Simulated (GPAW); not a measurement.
**Sn: optical spectrum with PBE**

Sn:

```
Sn
1.0
    -1.71495    1.76363    2.32265
     1.71495   -1.76363    2.32265
     1.71495    1.76363   -2.32265
Sn
1
Direct
  0.00000 0.00000 0.00000
```

This isn't the form of Sn at room conditions, which is tetragonal (white tin).

| Item | Value |
| --- | --- |
| Program | GPAW 26.7.0 |
| Task | optical spectrum |
| Functional | PBE |
| Potentials or basis | GPAW PAW data sets (gpaw-data 1.2.1) |
| Cutoff | 450 eV |
| Basis | pw |
| k mesh | 9 × 9 × 9 |
| Occupations | fermi-dirac, width 0.05 eV |
| Spin | no spin polarisation |
| Eta | 0.1 eV |
| Response ecut | 50 eV |
| Scissors | 0 eV |
| Kernel | RPA |
| Maxiter | 150 |
| Response k mesh | 19 × 19 × 19 |
| Domega0 | 0.05 eV |
| Omega2 | 10 eV |
| Response bands | 17 |
| Directions | ["x", "y", "z"] |
| Intraband | yes |

| Quantity | Value |
| --- | --- |
| Band gap on the k mesh | none (metal or under the smearing width) |

Dielectric function (mean over the directions given):
| energy (eV) | real part | imaginary part |
| --- | --- | --- |
| 0.88 | -128.81 | 52.90 |
| 1.54 | -43.65 | 36.35 |
| 2.18 | -35.40 | 22.15 |
| 2.79 | -23.01 | 12.09 |
| 3.43 | -16.47 | 5.74 |
| 4.03 | -11.95 | 2.81 |
| 4.65 | -8.46 | 1.66 |
| 5.31 | -6.06 | 1.08 |
| 5.91 | -4.61 | 0.92 |
| 6.55 | -3.56 | 0.79 |
| 7.12 | -2.81 | 0.65 |
| 7.81 | -2.18 | 0.54 |
| 8.43 | -1.74 | 0.48 |
| 9.08 | -1.41 | 0.53 |
| 9.66 | -1.20 | 0.39 |
| 10.26 | -0.95 | 0.31 |
| 10.88 | -0.67 | 0.26 |
| 11.52 | -0.55 | 0.29 |
| 12.19 | -0.39 | 0.20 |
| 12.77 | -0.25 | 0.16 |
| 13.48 | -0.09 | 0.15 |
| 14.10 | 0.01 | 0.14 |
| 14.73 | 0.09 | 0.13 |
| 15.39 | 0.17 | 0.09 |
| 16.08 | 0.26 | 0.09 |
| 16.78 | 0.34 | 0.08 |
| 17.51 | 0.40 | 0.06 |
| 18.27 | 0.47 | 0.06 |
| 19.06 | 0.54 | 0.05 |
| 19.87 | 0.62 | 0.05 |

It took 8.5 min on 1 thread of Intel(R) Xeon(R) Platinum 8259CL CPU @ 2.50GHz (Skylake/Cascade Lake) (shared host), peak memory 0.62 GiB.

Caveat: the intraband term hangs on this k mesh; the long-wavelength limit can be off by a per cent or two; independent-particle spectra lack excitons.
